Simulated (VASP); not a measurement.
# GW on BeS, part 4 of 5

Aim: the quasiparticle gap of BeS, and what it costs to get it. The cell is of the zinc-blende type, one of the forms listed for this formula. The start is a cell from a database of measured crystal structures.

VASP 6.6.1, plane waves and PAW; the level of theory is named at each step.

So far, quasiparticle gap on the mesh (eV): step 4 (evGW0, evGW0 on PBE) 4.69; step 5 (evGW, evGW on PBE) 5.00. Also gap on the k-mesh (eV): step 3 (empty bands, functional PBE) 3.10.

The database entry behind the starting cell differs from later determinations by our own check (0.1 to 0.3 % short, probably kX units), so it need not match the best structure at ambient conditions.

### Step 6. QPGW0

This step: QPGW0 on PBE; plane waves and PAW (S_GW, Be_GW) (VASP 6.6.1).

Here the orbitals are updated too, by diagonalising a Hermitian self-energy in the bands up to NBANDSGW.

INCAR

```
SYSTEM = BeS
PREC = Accurate
ENCUT = 300
ISMEAR = 0
SIGMA = 0.01
LREAL = .FALSE.
GGA = PE
NBANDS = 184
ALGO = QPGW0
NELMGW = 4
ENCUTGW = 200
NOMEGA = 64
PRECFOCK = Fast
NBANDSGW = 24
LWAVE = .FALSE.
LCHARG = .FALSE.
```

POSCAR

```
BeS
1.0
    0.0000000000      2.4250000000      2.4250000000
    2.4250000000      0.0000000000      2.4250000000
    2.4250000000      2.4250000000      0.0000000000
S Be
1 1
Direct
    0.7500000000      0.7500000000      0.7500000000
    0.0000000000      0.0000000000      0.0000000000
```

KPOINTS

```
Automatic mesh
0
Gamma
4 4 4
0 0 0
```

PAW data sets: S_GW and Be_GW (PBE family, release 64).

Launch:

```
$ mpirun -np 8 vasp_std
```

What it wrote:

```text
[banner, memory and clock lines left out]
running    8 mpi-ranks, on    1 nodes
 distrk:  each k-point on    8 cores,    1 groups
 distr:  one band on    1 cores,    8 groups

 POSCAR found type information on POSCAR S Be
 POSCAR found :  2 types and       2 ions
 [... a notice as in an earlier step ...]

 [... a notice as in an earlier step ...]

 LDA part: xc-table for (Slater+PW92), standard interpolation
 found WAVECAR, reading the header
 POSCAR, INCAR and KPOINTS ok, starting setup
 FFT: planning ... GRIDC
 FFT: planning ... GRID_SOFT
 FFT: planning ... GRID
 reading WAVECAR
 the WAVECAR file was read successfully
 initial charge from wavefunction
 available memory per node:     35.59 GB, setting MAXMEM to     36448

 The Fermi energy was updated, please check that it is located mid-gap
 values below the HOMO (VB) or above the LUMO (CB) will cause erroneous energies
 E-fermi :   5.3642

 calculate exact exchange contribution
 the WAVEDER file was read successfully
energies w=
    0.000    0.000    0.583    0.000    1.164    0.000    1.743    0.000
    2.318    0.000    2.888    0.000    3.452    0.000    4.010    0.000
    4.560    0.000    5.103    0.000    5.639    0.000    6.168    0.000
    6.688    0.000    7.202    0.000    7.710    0.000    8.212    0.000
    8.708    0.000    9.200    0.000    9.688    0.000   10.174    0.000
   10.658    0.000   11.141    0.000   11.624    0.000   12.109    0.000
   12.597    0.000   13.088    0.000   13.585    0.000   14.089    0.000
   14.600    0.000   15.122    0.000   15.656    0.000   16.203    0.000
   16.767    0.000   17.349    0.000   17.952    0.000   18.579    0.000
   19.234    0.000   19.920    0.000   20.642    0.000   21.405    0.000
   22.215    0.000   23.079    0.000   24.004    0.000   25.001    0.000
   26.080    0.000   27.255    0.000   28.544    0.000   29.965    0.000
   31.544    0.000   33.312    0.000   35.308    0.000   37.584    0.000
   40.206    0.000   43.262    0.000   46.872    0.000   51.206    0.000
   56.503    0.000   63.127    0.000   71.639    0.000   82.971    0.000
   98.783    0.000  122.342    0.000  161.103    0.000  236.575    0.000
 responsefunction array rank=     200
 LDA part: xc-table for (Slater+PW92), standard interpolation

 min. memory requirement per mpi rank    134.8 MB, per node   1078.7 MB

 allocating   8 responsefunctions rank=   200
 shmem allocating  64 responsefunctions rank=   200
 response function shared by NCSHMEM nodes    1
 Doing            8  frequencies on each core in blocks of           64
NQ=   1    0.0000    0.0000    0.0000,
|.........|.........|.........|.........|.........|.........|.........|.........
 performed        162000 updates of chi_q(r,r)
 total number of BLAS operations         37.20 Gflops
NQ=   2    0.2500    0.0000    0.0000,
|.........|.........|.........|.........|.........|.........|.........|.........
 performed        572000 updates of chi_q(r,r)
 total number of BLAS operations        143.50 Gflops
NQ=   3    0.5000    0.0000    0.0000,
|.........|.........|.........|.........|.........|.........|.........|.........
 performed        911000 updates of chi_q(r,r)
 total number of BLAS operations        231.49 Gflops
NQ=   4    0.2500    0.2500    0.0000,
|.........|.........|.........|.........|.........|.........|.........|.........
 performed       1321000 updates of chi_q(r,r)
 total number of BLAS operations        335.44 Gflops
NQ=   5    0.5000    0.2500    0.0000,
|.........|.........|.........|.........|.........|.........|.........|.........
 performed       1925000 updates of chi_q(r,r)
 total number of BLAS operations        502.72 Gflops
NQ=   6   -0.2500    0.2500    0.0000,
|.........|.........|.........|.........|.........|.........|.........|.........
 performed       2458000 updates of chi_q(r,r)
 total number of BLAS operations        641.08 Gflops
NQ=   7    0.5000    0.5000    0.0000,
|.........|.........|.........|.........|.........|.........|.........|.........
 performed       2744000 updates of chi_q(r,r)
 total number of BLAS operations        723.81 Gflops
NQ=   8   -0.2500    0.5000    0.2500,
|.........|.........|.........|.........|.........|.........|.........|.........
 performed       3136000 updates of chi_q(r,r)
 total number of BLAS operations        849.39 Gflops
 resolving degeneracies of screened two electron integrals

 calculate QP shifts <psi_nk| G(iteration)W_0 |psi_nk>: iteration 1

 QP shifts <psi_nk| G(iteration)W_0 |psi_nk>: iteration 1
 NQ=           1  operations          48
 NQ=           2  operations           6
 NQ=           3  operations          12
 NQ=           4  operations           8
 NQ=           5  operations           2
 NQ=           6  operations           4
 NQ=           7  operations          16
 NQ=           8  operations           8
 allocating   8 responsefunctions rank=   200
 shmem allocating  64 responsefunctions rank=   200
 response function shared by NCSHMEM nodes    1
 Doing            8  frequencies on each core in blocks of           64
NQ=   1    0.0000    0.0000    0.0000,
|.........|.........|.........|.........|.........|.........|.........|.........
 performed        162000 updates of chi_q(r,r)
 total number of BLAS operations         37.20 Gflops
NQ=   2    0.2500    0.0000    0.0000,
|.........|.........|.........|.........|.........|.........|.........|.........
 performed        572000 updates of chi_q(r,r)
 total number of BLAS operations        143.50 Gflops
NQ=   3    0.5000    0.0000    0.0000,
|.........|.........|.........|.........|.........|.........|.........|.........
 performed        911000 updates of chi_q(r,r)
 total number of BLAS operations        231.49 Gflops
NQ=   4    0.2500    0.2500    0.0000,
|.........|.........|.........|.........|.........|.........|.........|.........
 performed       1321000 updates of chi_q(r,r)
 total number of BLAS operations        335.44 Gflops
NQ=   5    0.5000    0.2500    0.0000,
|.........|.........|.........|.........|.........|.........|.........|.........
 performed       1925000 updates of chi_q(r,r)
 total number of BLAS operations        502.72 Gflops
NQ=   6   -0.2500    0.2500    0.0000,
|.........|.........|.........|.........|.........|.........|.........|.........
 performed       2458000 updates of chi_q(r,r)
 total number of BLAS operations        641.08 Gflops
NQ=   7    0.5000    0.5000    0.0000,
|.........|.........|.........|.........|.........|.........|.........|.........
 performed       2744000 updates of chi_q(r,r)
 total number of BLAS operations        723.81 Gflops
NQ=   8   -0.2500    0.5000    0.2500,
|.........|.........|.........|.........|.........|.........|.........|.........
 performed       3136000 updates of chi_q(r,r)
 total number of BLAS operations        849.39 Gflops
 resolving degeneracies of screened two electron integrals

 QP shifts <psi_nk| G(iteration)W_0 |psi_nk>: iteration 2
 NQ=           1  operations          48
 NQ=           2  operations           6
 NQ=           3  operations          12
 NQ=           4  operations           8
 NQ=           5  operations           2
 NQ=           6  operations           4
 NQ=           7  operations          16
 NQ=           8  operations           8
 allocating   8 responsefunctions rank=   200
 shmem allocating  64 responsefunctions rank=   200
 response function shared by NCSHMEM nodes    1
 Doing            8  frequencies on each core in blocks of           64
NQ=   1    0.0000    0.0000    0.0000,
|.........|.........|.........|.........|.........|.........|.........|.........
 performed        162000 updates of chi_q(r,r)
 total number of BLAS operations         37.20 Gflops
NQ=   2    0.2500    0.0000    0.0000,
|.........|.........|.........|.........|.........|.........|.........|.........
 performed        572000 updates of chi_q(r,r)
 total number of BLAS operations        143.50 Gflops
NQ=   3    0.5000    0.0000    0.0000,
|.........|.........|.........|.........|.........|.........|.........|.........
 performed        911000 updates of chi_q(r,r)
 total number of BLAS operations        231.49 Gflops
NQ=   4    0.2500    0.2500    0.0000,
|.........|.........|.........|.........|.........|.........|.........|.........
 performed       1321000 updates of chi_q(r,r)
 total number of BLAS operations        335.44 Gflops
NQ=   5    0.5000    0.2500    0.0000,
|.........|.........|.........|.........|.........|.........|.........|.........
 performed       1925000 updates of chi_q(r,r)
 total number of BLAS operations        502.72 Gflops
NQ=   6   -0.2500    0.2500    0.0000,
|.........|.........|.........|.........|.........|.........|.........|.........
 performed       2458000 updates of chi_q(r,r)
 total number of BLAS operations        641.08 Gflops
NQ=   7    0.5000    0.5000    0.0000,
|.........|.........|.........|.........|.........|.........|.........|.........
 performed       2744000 updates of chi_q(r,r)
 total number of BLAS operations        723.81 Gflops
NQ=   8   -0.2500    0.5000    0.2500,
|.........|.........|.........|.........|.........|.........|.........|.........
 performed       3136000 updates of chi_q(r,r)
 total number of BLAS operations        849.39 Gflops
 resolving degeneracies of screened two electron integrals

 QP shifts <psi_nk| G(iteration)W_0 |psi_nk>: iteration 3
 NQ=           1  operations          48
 NQ=           2  operations           6
 NQ=           3  operations          12
 NQ=           4  operations           8
 NQ=           5  operations           2
 NQ=           6  operations           4
 NQ=           7  operations          16
 NQ=           8  operations           8
 allocating   8 responsefunctions rank=   200
 shmem allocating  64 responsefunctions rank=   200
 response function shared by NCSHMEM nodes    1
 Doing            8  frequencies on each core in blocks of           64
NQ=   1    0.0000    0.0000    0.0000,
|.........|.........|.........|.........|.........|.........|.........|.........
 performed        162000 updates of chi_q(r,r)
 total number of BLAS operations         37.20 Gflops
NQ=   2    0.2500    0.0000    0.0000,
|.........|.........|.........|.........|.........|.........|.........|.........
 performed        572000 updates of chi_q(r,r)
 total number of BLAS operations        143.50 Gflops
NQ=   3    0.5000    0.0000    0.0000,
|.........|.........|.........|.........|.........|.........|.........|.........
 performed        911000 updates of chi_q(r,r)
 total number of BLAS operations        231.49 Gflops
NQ=   4    0.2500    0.2500    0.0000,
|.........|.........|.........|.........|.........|.........|.........|.........
 performed       1321000 updates of chi_q(r,r)
 total number of BLAS operations        335.44 Gflops
NQ=   5    0.5000    0.2500    0.0000,
|.........|.........|.........|.........|.........|.........|.........|.........
 performed       1925000 updates of chi_q(r,r)
 total number of BLAS operations        502.72 Gflops
NQ=   6   -0.2500    0.2500    0.0000,
|.........|.........|.........|.........|.........|.........|.........|.........
 performed       2458000 updates of chi_q(r,r)
 total number of BLAS operations        641.08 Gflops
NQ=   7    0.5000    0.5000    0.0000,
|.........|.........|.........|.........|.........|.........|.........|.........
 performed       2744000 updates of chi_q(r,r)
 total number of BLAS operations        723.81 Gflops
NQ=   8   -0.2500    0.5000    0.2500,
|.........|.........|.........|.........|.........|.........|.........|.........
 performed       3136000 updates of chi_q(r,r)
 total number of BLAS operations        849.39 Gflops
 resolving degeneracies of screened two electron integrals

 QP shifts <psi_nk| G(iteration)W_0 |psi_nk>: iteration 4
 NQ=           1  operations          48
 NQ=           2  operations           6
 NQ=           3  operations          12
 NQ=           4  operations           8
 NQ=           5  operations           2
 NQ=           6  operations           4
 NQ=           7  operations          16
 NQ=           8  operations           8
 entering main loop
```

Elapsed: 89 s, on 8 MPI ranks of Intel Xeon 6975P-C (Granite Rapids), shared host; peak memory 1.7 GiB.

OUTCAR, selected parts (step 6):

```text
   NELECT =       8.0000    total number of electrons

 E-fermi :   5.3642

 QP shifts <psi_nk| G(iteration)W_0 |psi_nk>: iteration 1
 k-point   1 :       0.0000    0.0000    0.0000
  band No. DFT-energies  QP-energies  QP-e(diag)   sigma(DFT)    Z            occupation
      1      -9.8858     -11.0709     -11.0690     -11.3729       0.7957       2.0000
      2       3.8158       2.7098       2.7192       2.4229       0.7873       2.0000
      3       3.8158       2.7098       2.7192       2.4229       0.7873       2.0000
      4       3.8158       2.7098       2.7192       2.4229       0.7873       2.0000
      5       9.4613      10.0493      10.1179      10.2866       0.7956       0.0000
      6       9.4613      10.0976      10.1179      10.2866       0.7956       0.0000
      7       9.4613      10.0976      10.1179      10.2866       0.7956       0.0000
      8       9.6935      10.0976      10.0682      10.1654       0.7942       0.0000
    ...

     24      44.0346      44.0346      44.0346      44.0346       1.0000       0.0000

 k-point   2 :       0.2500    0.0000    0.0000
  band No. DFT-energies  QP-energies  QP-e(diag)   sigma(DFT)    Z            occupation
      1      -9.2185     -10.2600     -10.2520     -10.5880       0.7546       2.0000
      2       0.5038      -0.7640      -0.7491      -1.1382       0.7630       2.0000
      3       3.2172       2.0888       2.1061       1.7948       0.7811       2.0000
      4       3.2172       2.0888       2.1061       1.7948       0.7811       2.0000
      5       9.3553       9.8269       9.8433       9.9668       0.7981       0.0000
      6      10.3605      11.0051      11.0199      11.1952       0.7900       0.0000
      7      10.3605      11.0051      11.0199      11.1952       0.7900       0.0000
      8      13.0752      13.5762      13.5938      13.7512       0.7672       0.0000
    ...

     24      43.6793      43.6793      43.6793      43.6793       1.0000       0.0000

     24      42.8767      42.8767      42.8767      42.8767       1.0000       0.0000

 QP shifts <psi_nk| G(iteration)W_0 |psi_nk>: iteration 2
 k-point   1 :       0.0000    0.0000    0.0000
  band No. DFT-energies  QP-energies  QP-e(diag)   sigma(DFT)    Z            occupation
      1     -11.0709     -11.2694     -11.2684     -11.3187       0.7970       2.0000
      2       2.7098       2.5390       2.5426       2.4975       0.7874       2.0000
      3       2.7098       2.5390       2.5426       2.4975       0.7874       2.0000
      4       2.7098       2.5390       2.5426       2.4975       0.7874       2.0000
      5      10.0493      10.0910      10.0942      10.1057       0.7970       0.0000
      6      10.0976      10.1821      10.1846      10.2067       0.7978       0.0000
      7      10.0976      10.1821      10.1846      10.2067       0.7978       0.0000
      8      10.0976      10.1821      10.1846      10.2067       0.7978       0.0000
    ...

 QP shifts <psi_nk| G(iteration)W_0 |psi_nk>: iteration 3
 k-point   1 :       0.0000    0.0000    0.0000
  band No. DFT-energies  QP-energies  QP-e(diag)   sigma(DFT)    Z            occupation
      1     -11.2694     -11.3396     -11.3391     -11.3574       0.7930       2.0000
      2       2.5390       2.4844       2.4872       2.4735       0.7912       2.0000
      3       2.5390       2.4844       2.4872       2.4735       0.7912       2.0000
      4       2.5390       2.4844       2.4872       2.4735       0.7912       2.0000
      5      10.0910      10.0862      10.0876      10.0867       0.7967       0.0000
      6      10.1821      10.1888      10.1903      10.1924       0.7982       0.0000
      7      10.1821      10.1888      10.1903      10.1924       0.7982       0.0000
      8      10.1821      10.1888      10.1903      10.1924       0.7982       0.0000
    ...

 QP shifts <psi_nk| G(iteration)W_0 |psi_nk>: iteration 4
 k-point   1 :       0.0000    0.0000    0.0000
  band No. DFT-energies  QP-energies  QP-e(diag)   sigma(DFT)    Z            occupation
      1     -11.3396     -11.3687     -11.3684     -11.3756       0.7988       2.0000
      2       2.4844       2.4581       2.4603       2.4539       0.7925       2.0000
      3       2.4844       2.4581       2.4603       2.4539       0.7925       2.0000
      4       2.4844       2.4581       2.4603       2.4539       0.7925       2.0000
      5      10.0862      10.0806      10.0816      10.0804       0.7968       0.0000
      6      10.1888      10.1860      10.1874      10.1870       0.7984       0.0000
      7      10.1888      10.1860      10.1874      10.1870       0.7984       0.0000
      8      10.1888      10.1860      10.1874      10.1870       0.7984       0.0000
    ...

[... 16 parts as in an earlier step ...]

[... 29 further parts left out ...]
```

Numbers from this step:

```yaml
quasiparticle_gap_on_the_mesh: 4.698 eV
smallest_direct_quasiparticle_gap_on_the_mesh: 7.523 eV
```

QP gap by iteration, by row:

```tsv
iteration	gap (eV)	direct gap (eV)
1	4.438	7.215
2	4.613	7.441
3	4.669	7.498
4	4.698	7.523
```

GW takes the gap from 3.097 to 4.698 eV. That is +8 meV against evGW0 on PBE. The last pass still moved it by +29 meV. The value holds for 184 bands, ENCUTGW = 200 eV and this mesh, and isn't shown to be converged in them.

### Step 7. Orbitals for another starting point

This step: PBE; plane waves and PAW (S_GW, Be_GW) (VASP 6.6.1).

A hybrid converges faster from good orbitals, so a cheap PBE run writes WAVECAR first.

INCAR

```
SYSTEM = BeS
PREC = Accurate
ENCUT = 300
EDIFF = 1E-05
NELM = 100
ISMEAR = 0
SIGMA = 0.01
LREAL = .FALSE.
ALGO = Normal
GGA = PE
NBANDS = 10
LORBIT = 11
LWAVE = .TRUE.
LCHARG = .FALSE.
KPAR = 8
```

POSCAR is that of step 6.

KPOINTS is that of step 6.

Launch:

```
$ mpirun -np 8 vasp_std
```

What it wrote:

```text
[banner, memory and clock lines left out]
running    8 mpi-ranks, on    1 nodes
 distrk:  each k-point on    1 cores,    8 groups
 distr:  one band on    1 cores,    1 groups

 POSCAR found type information on POSCAR S Be
 POSCAR found :  2 types and       2 ions
 [... a notice as in an earlier step ...]

 LDA part: xc-table for (Slater+PW92), standard interpolation
 POSCAR, INCAR and KPOINTS ok, starting setup
 FFT: planning ... GRIDC
 FFT: planning ... GRID_SOFT
 FFT: planning ... GRID
 WAVECAR not read
 entering main loop
       N       E                     dE             d eps       ncg     rms          rms(c)
[... 9 cycles as in an earlier step ...]
DAV:  10    -0.989167948704E+01   -0.53854E-05   -0.42328E-05   218   0.381E-02
   1 F= -.98916795E+01 E0= -.98916795E+01  d E =-.803993E-19
 writing wavefunctions
```

It took 1.2 s on 8 MPI ranks; peak memory 0.86 GiB; 5.3 s of CPU time.

Parts of OUTCAR (step 7):

```text
   NELECT =       8.0000    total number of electrons

 E-fermi :   3.8753

 k-point     1 :       0.0000    0.0000    0.0000
  band No.  band energies     occupation
      1      -9.8860      2.00000
      2       3.8155      2.00000
      3       3.8155      2.00000
      4       3.8155      2.00000
      5       9.4610      0.00000
      6       9.4610      0.00000
      7       9.4610      0.00000
      8       9.6913      0.00000
      9      16.5030      0.00000
    ...

  Total        0.3623549      0.3623549      0.3623549     -0.0000000      0.0000000     -0.0000000
  in kB       20.3553931     20.3553931     20.3553931     -0.0000000      0.0000000     -0.0000000
  external PRESSURE =      20.3553931 kB  Pullay stress =       0.0000000 kB

  FREE ENERGIE OF THE ION-ELECTRON SYSTEM (eV)
  ---------------------------------------------------
  free  energy   TOTEN  =        -9.8916794870 eV

  energy  without entropy=       -9.8916794870  energy(sigma->0) =       -9.89167949

[... 10 parts as in an earlier step ...]

[... 8 further parts left out ...]
```

This step gave:

| Property | Result |
| --- | --- |
| Fermi energy | 3.875 eV |
| pressure | 2.036 GPa |
| gap on the k-mesh | 3.095 eV |

The run ends at a pressure of 2.04 GPa.

[end of part 4 of 5]

[Lines on the potential files, build, host, timing and source positions are cut from VASP's logs without a mark.]

[Logs are printed without paths, hosts, clocks, repeated set-up lines and the standing remarks that a program may print on its own settings, such as how far it seeks lower states.]

[Hosts, paths, dates, database ids (printed as entryN), source tags and the programs' standing remarks are cut or masked in the printed files.]

[Pressures printed for these runs are not shown converged in the cutoff: they can be off by several GPa and have the wrong sign.]
